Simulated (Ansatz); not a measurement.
## diamond against fcc along group 13

Computed with Ansatz 0.2.0, DFT, PBE, plane waves (420 eV) with PAW, scalar-relativistic.

Each structure is relaxed within its symmetry, in the lowest magnetic state of the tried starts. Differences under about 8 meV lie within the error of the k-point mesh.

```json
{"element": "B", "E(diamond) − E(fcc) (meV/atom)": "-409", "V(diamond) (Å³/atom)": "8.32", "V(fcc) (Å³/atom)": "5.89", "state of diamond": "spin not included", "state of fcc": "spin not included"}
{"element": "Al", "E(diamond) − E(fcc) (meV/atom)": "749", "V(diamond) (Å³/atom)": "27.64", "V(fcc) (Å³/atom)": "16.48", "state of diamond": "spin not included", "state of fcc": "spin not included"}
{"element": "Ga", "E(diamond) − E(fcc) (meV/atom)": "260", "V(diamond) (Å³/atom)": "25.43", "V(fcc) (Å³/atom)": "18.98", "state of diamond": "spin not included", "state of fcc": "spin not included"}
{"element": "In", "E(diamond) − E(fcc) (meV/atom)": "339", "V(diamond) (Å³/atom)": "38.06", "V(fcc) (Å³/atom)": "27.45", "state of diamond": "spin not included", "state of fcc": "spin not included"}
{"element": "Tl", "E(diamond) − E(fcc) (meV/atom)": "356", "V(diamond) (Å³/atom)": "45.35", "V(fcc) (Å³/atom)": "31.26", "state of diamond": "spin not included", "state of fcc": "spin not included"}
```
